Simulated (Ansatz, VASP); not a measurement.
**NiO in VASP and in Ansatz**

```
Ni O
1.0
     0.00000    2.10700    2.10700
     2.10700    0.00000    2.10700
     2.10700    2.10700    0.00000
Ni O
1 1
Direct
  0.00000 0.00000 0.00000
  0.50000 0.50000 0.50000
```

Alike in both runs: task single point; functional PBE; k mesh 14 × 14 × 14; occupations gaussian, width 0.05 eV; no spin polarisation.

|  | VASP | Ansatz |
| --- | --- | --- |
| version | VASP 6.6.1 | Ansatz 0.2.0 |
| potentials or method | VASP PAW PBE potentials, release 64 (Ni, O) | scalar-relativistic, plane waves, PAW |
| plane-wave cutoff (eV) | 520 | 420 |
| valence electrons in the cell | 16 | 24 |

Ansatz gave:

```
gap on the k mesh at the Fermi level (eV) : none
pressure (GPa)                            : -7.4
```

**Question.** Which values does VASP return?

**Answer.** gap on the k mesh at the Fermi level (eV): none; pressure (GPa): -7.3.

A gap of «none» marks a metal or a gap that the smearing closes. The functional is the same, so the differences come from potentials, cutoffs and numerics. The two sets of potentials don't hold the same shells in valence.

Caveats: the run has no spin polarisation, though such a crystal can be magnetic; semilocal functionals often make such compounds metallic where correlation or magnetic order opens a gap, which also shifts bond lengths. Spin polarisation is off, so any magnetic state and its effect on volume and gap are missing.
